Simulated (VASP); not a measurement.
# MgS (F-43m) in VASP: single point with LDA

Aim: the single point of MgS with LDA.

All numbers are computed with VASP 6.6.1; they aren't measurements. Logs are shortened: lines on timing, memory, paths and dates and some standing lists are left out, and cuts for length are marked.

## (1) The structure

Symmetry: F-43m, No. 216, cubic system. The conventional cell has a = 5.666 Å, b = 5.666 Å, c = 5.666 Å, α = 90.00°, β = 90.00°, γ = 90.00°. Mg (site symmetry -43m) is surrounded by 4 S at 2.45 Å. S (site symmetry -43m) is surrounded by 4 Mg at 2.45 Å.

The cell comes from a database or a generator and needn't be the stable form of this composition.

## (2) Single point, LDA

Contents of INCAR:

```
PREC = Accurate
ENCUT = 520
EDIFF = 1E-6
ISMEAR = 0
SIGMA = 0.05
LREAL = False
LASPH = True
NELM = 100
ALGO = Normal
ISIF = 2
LWAVE = False
LCHARG = False
GGA = CA
NBANDS = 11
```

Contents of KPOINTS:

```
regular mesh
0
Gamma
  8 8 8
```

Contents of POSCAR:

```
MgS
1.0
    0.0000000000      2.8331200468      2.8331200468
    2.8331200468      0.0000000000      2.8331200468
    2.8331200468      2.8331200468      0.0000000000
Mg S
1 1
Direct
    0.0000000000      0.0000000000      0.0000000000
    0.7500000000      0.7500000000      0.7500000000
```

Potentials or basis: VASP PAW LDA potentials, release 64 (Mg, S).

Run with:

```sh
cat potpaw_LDA.64/Mg/POTCAR potpaw_LDA.64/S/POTCAR > POTCAR
mpirun -np 1 vasp_std > vasp.out
```

OUTCAR:

```text
PREC = Accurate
   ENCUT = 520
   EDIFF = 1E-6
   ISMEAR = 0
   LREAL = False
   LASPH = True
   NELM = 100
   ISIF = 2
   GGA = CA

 ion  position               nearest neighbor table
   1  0.000  0.000  0.000-   2 2.45   2 2.45   2 2.45   2 2.45
   2  0.750  0.750  0.750-   1 2.45   1 2.45   1 2.45   1 2.45

  LATTYP: Found a face centered cubic cell.
 ALAT       =     5.6662400936

  Lattice vectors:

 A1 = (   0.0000000000,   2.8331200468,   2.8331200468)
 A2 = (   2.8331200468,   0.0000000000,   2.8331200468)
 A3 = (   2.8331200468,   2.8331200468,   0.0000000000)

Analysis of symmetry for initial positions (statically):
=====================================================================
 Subroutine PRICEL returns:
 Original cell was already a primitive cell.

 Routine SETGRP: Setting up the symmetry group for a
 face centered cubic supercell.

 Subroutine GETGRP returns: Found 24 space group operations
 (whereof 24 operations were pure point group operations)
 out of a pool of 48 trial point group operations.

The static configuration has the point symmetry T_d .

Analysis of symmetry for dynamics (positions and initial velocities):
=====================================================================
 Subroutine PRICEL returns:
 Original cell was already a primitive cell.

 Routine SETGRP: Setting up the symmetry group for a
 face centered cubic supercell.

 Subroutine GETGRP returns: Found 24 space group operations
 (whereof 24 operations were pure point group operations)
 out of a pool of 48 trial point group operations.

The dynamic configuration has the point symmetry T_d .

 Subroutine INISYM returns: Found 24 space group operations
 (whereof 24 operations are pure point group operations),
 and found     1 'primitive' translations

----------------------------------------------------------------------------------------

                                     Primitive cell

  volume of cell :      45.4805

  direct lattice vectors                    reciprocal lattice vectors
     0.000000000  2.833120047  2.833120047    -0.176483874  0.176483874  0.176483874
     2.833120047  0.000000000  2.833120047     0.176483874 -0.176483874  0.176483874
     2.833120047  2.833120047  0.000000000     0.176483874  0.176483874 -0.176483874

  length of vectors
     4.006636794  4.006636794  4.006636794     0.305679036  0.305679036  0.305679036

  position of ions in fractional coordinates (direct lattice)
[... 88 lines left out ...]
   TEBEG  =    0.0;   TEEND  =   0.0 temperature during run
   PSTRESS=    0.0 pullay stress
   NELECT =       8.0000    total number of electrons
   NUPDOWN=      -1.0000    fix difference up-down
   EMIN   =  10.00;   EMAX   =-10.00  energy-range for DOS
   EFERMI =   0.00;   METHOD = LEGACY
   ISMEAR =     0;   SIGMA  =   0.05  broadening in eV -4-tet -1-fermi 0-gaus
   EFERMI_NEDOS =   21; number of points for ismear=-14 and -15
   IALGO  =     38    algorithm
   IMIX   =      4    mixing-type and parameters
     AMIX     =   0.40;   BMIX     =  1.00
     AMIX_MAG =   1.60;   BMIX_MAG =  1.00
  volume/ion in A,a.u.               =      22.74       153.46
  Fermi-wavevector in a.u.,A,eV,Ry     =   0.917269  1.733386 11.447692  0.841382
  Thomas-Fermi vector in A             =   2.042218
   LORBIT       =      0    0 simple, 1 ext, 2 COOP (PROOUT), +10 PAW based schemes
   GGA     = CA    functional components
   LHFCALC =     F    Hartree Fock is set to
   AEXX    =    0.0000 exact exchange contribution
   IVDW    =     0    specifies the selected vdW correction
   LEPSILON=     F    determine dielectric tensor
   LRPA    =     F    only Hartree local field effects (RPA)
 non-spin polarized calculation
 Gauss-broadening in eV      SIGMA  =   0.05
  energy-cutoff  :      520.00
  volume of cell :       45.48
 maximum number of plane-waves:      1243
 NGX is ok and might be reduce to    30
   NGX = 15   NGY = 15   NGZ = 15

 number of electron       8.0000001 magnetization

 Free energy of the ion-electron system (eV)
  ---------------------------------------------------
  ext. energy  EPLUGINS =         0.00000000
  ---------------------------------------------------
  free energy    TOTEN  =        -9.37814031 eV

  energy without entropy =       -9.37814031  energy(sigma->0) =       -9.37814031

 E-fermi :   1.1608     XC(G=0):  -8.7526

 val. band max:        0.8793356553   @ k =   0.0000   0.0000   0.0000
 cond. band min:       4.0625313339   @ k =   0.0000   0.0000   0.0000
 fundamental gap:      3.1831956786
 Fermi energy:         1.1608244774

 k-point     1 :       0.0000    0.0000    0.0000
  band No.  band energies     occupation
      1     -10.3510      2.00000
      2       0.8793      2.00000
      3       0.8793      2.00000
      4       0.8793      2.00000
      5       4.0625      0.00000
      6       8.6401      0.00000
      7       8.6401      0.00000
      8       8.6401      0.00000
      9      11.6160      0.00000
     10      11.6160      0.00000
     11      14.2139      0.00000
[... 309 lines left out ...]
 k-point    24 :      -0.3750    0.2500    0.1250
  band No.  band energies     occupation
      1      -9.5398      2.00000
      2      -1.9665      2.00000
      3      -0.4541      2.00000
      4       0.2156      2.00000
      5       6.7339      0.00000
      6       7.1478      0.00000
      7       9.4118      0.00000
      8       9.5604      0.00000
      9      12.0574      0.00000
     10      13.5072      0.00000
     11      14.9320      0.00000

 [... further k-points ...]

------------------------ aborting loop because EDIFF is reached ----------------------------------------

  FORCE on cell =-STRESS in cart. coord.  units (eV):
  Direction    XX          YY          ZZ          XY          YZ          ZX
  --------------------------------------------------------------------------------------
  -------------------------------------------------------------------------------------
  Total       -0.7185268     -0.7185268     -0.7185268     -0.0000000     -0.0000000      0.0000000
  in kB      -25.3121249    -25.3121249    -25.3121249     -0.0000000     -0.0000000      0.0000000
  external PRESSURE =     -25.3121249 kB  Pullay stress =       0.0000000 kB

 VOLUME and BASIS-vectors are now :
 -----------------------------------------------------------------------------
  energy-cutoff  :      520.00
  volume of cell :       45.48
      direct lattice vectors                 reciprocal lattice vectors
     0.000000000  2.833120047  2.833120047    -0.176483874  0.176483874  0.176483874
     2.833120047  0.000000000  2.833120047     0.176483874 -0.176483874  0.176483874
     2.833120047  2.833120047  0.000000000     0.176483874  0.176483874 -0.176483874

 POSITION                                       TOTAL-FORCE (eV/Angst)
 -----------------------------------------------------------------------------------
      0.00000      0.00000      0.00000         0.000000      0.000000      0.000000
      4.24968      4.24968      4.24968        -0.000000     -0.000000     -0.000000
 -----------------------------------------------------------------------------------
    total drift:                               -0.000000     -0.000000     -0.000000

  FREE ENERGIE OF THE ION-ELECTRON SYSTEM (eV)
  ---------------------------------------------------
  free  energy   TOTEN  =        -9.3781403087 eV

  energy  without entropy=       -9.3781403087  energy(sigma->0) =       -9.37814031
```

OSZICAR:

```text
N       E                     dE             d eps       ncg     rms          rms(c)
DAV:   1     0.230735321609E+02    0.23074E+02   -0.34648E+03   638   0.569E+02
DAV:   2    -0.796153726896E+01   -0.31035E+02   -0.29117E+02   768   0.101E+02
DAV:   3    -0.992305598318E+01   -0.19615E+01   -0.19583E+01   776   0.266E+01
DAV:   4    -0.993927512968E+01   -0.16219E-01   -0.16218E-01   771   0.296E+00
DAV:   5    -0.993947265461E+01   -0.19752E-03   -0.19752E-03   810   0.330E-01    0.402E+00
DAV:   6    -0.943382177934E+01    0.50565E+00   -0.12886E+00   692   0.410E+00    0.299E+00
DAV:   7    -0.938321951061E+01    0.50602E-01   -0.22679E-01   769   0.184E+00    0.222E+00
DAV:   8    -0.937909048090E+01    0.41290E-02   -0.14976E-02   722   0.713E-01    0.117E+00
DAV:   9    -0.937811971116E+01    0.97077E-03   -0.22233E-03   755   0.230E-01    0.380E-01
DAV:  10    -0.937814076837E+01   -0.21057E-04   -0.65357E-05   731   0.435E-02    0.136E-01
DAV:  11    -0.937814042626E+01    0.34211E-06   -0.45225E-05   758   0.289E-02    0.493E-02
DAV:  12    -0.937814030870E+01    0.11757E-06   -0.10317E-06   507   0.551E-03
   1 F= -.93781403E+01 E0= -.93781403E+01  d E =-.284147E-17
```

Wall time 9.1 s (1 thread of Intel Xeon Platinum 8375C at 2.90GHz (Ice Lake), shared host); peak memory 0.15 GiB.

Results:

```
Free energy            : -9.3781 eV
Pressure               : -2.5 GPa
Band gap on the k mesh : 3.18 eV, direct
```

A k mesh can miss the band edges.
